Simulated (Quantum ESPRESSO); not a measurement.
Crystal: Rb.

```
CELL_PARAMETERS angstrom
-2.80250 2.80250 2.80250
2.80250 -2.80250 2.80250
2.80250 2.80250 -2.80250
ATOMIC_POSITIONS crystal
Rb 0.00000 0.00000 0.00000
```

```yaml
Program: Quantum ESPRESSO 7.5
Task: phonon dispersion
Functional: LDA
Potentials_or_basis: GBRV 1.5 LDA
Cutoff: 612 eV
Density_cutoff: 4898 eV
k_mesh: 6 × 6 × 6
Occupations: cold, width 0.2 eV
Spin: no spin polarisation
Form_of_the_LDA_correlation: PZ81
Mixing_beta: 0.5
Most_SCF_iterations: 120
SCF_threshold: 2e-10 Ry
q_mesh: 2 × 2 × 2
```

The cell and the atoms were relaxed first, to 77.89 Å³/atom (a = 4.660 Å, b = 4.660 Å, c = 4.660 Å, α = 109.47°, β = 109.47°, γ = 109.47°), and the response was taken there.

Task: What are the zero-point energy, and the vibrational entropy and heat capacity at 298.15 K?

Result: Zero-point energy 6.0 meV/atom; entropy 8.90 k_B/atom (74.0 J/(K·mol of atoms)); Cv 2.99 k_B/atom, 100 % of the classical limit. These are harmonic values without the electrons' part.

Phonon frequencies at the corners of the path (cm⁻¹, interpolated; i marks imaginary ones):
```
point  frequencies
    Γ        0 0 0
    H     48 48 48
    N      4 31 53
    P     36 36 36
```

Harmonic thermodynamics per atom at this volume (zero-point energy 6.0 meV, Debye temperature from the second moment 65 K):
```
 T (K)  free energy (meV)  entropy (k_B)  heat capacity Cv (k_B)
    50               -1.8           3.66                    2.77
   100              -22.3           5.65                    2.94
   200              -80.8           7.70                    2.98
298.15             -151.3           8.90                    2.99
   500             -320.6          10.44                    3.00
   800             -610.3          11.85                    3.00
```

Phonon states per cell in windows of 5 cm⁻¹ (negative: imaginary):
| from (cm⁻¹) | total |
| --- | --- |
| 0 | 0.02 |
| 5 | 0.09 |
| 10 | 0.22 |
| 15 | 0.32 |
| 20 | 0.28 |
| 25 | 0.28 |
| 30 | 0.42 |
| 35 | 0.33 |
| 40 | 0.31 |
| 45 | 0.61 |
| 50 | 0.11 |

A q mesh this small can miss soft modes between its points.

Caveat: the mesh is thin for the phonons of a metal; the q mesh is small, so phonon branches between its points and thermal values are rough.
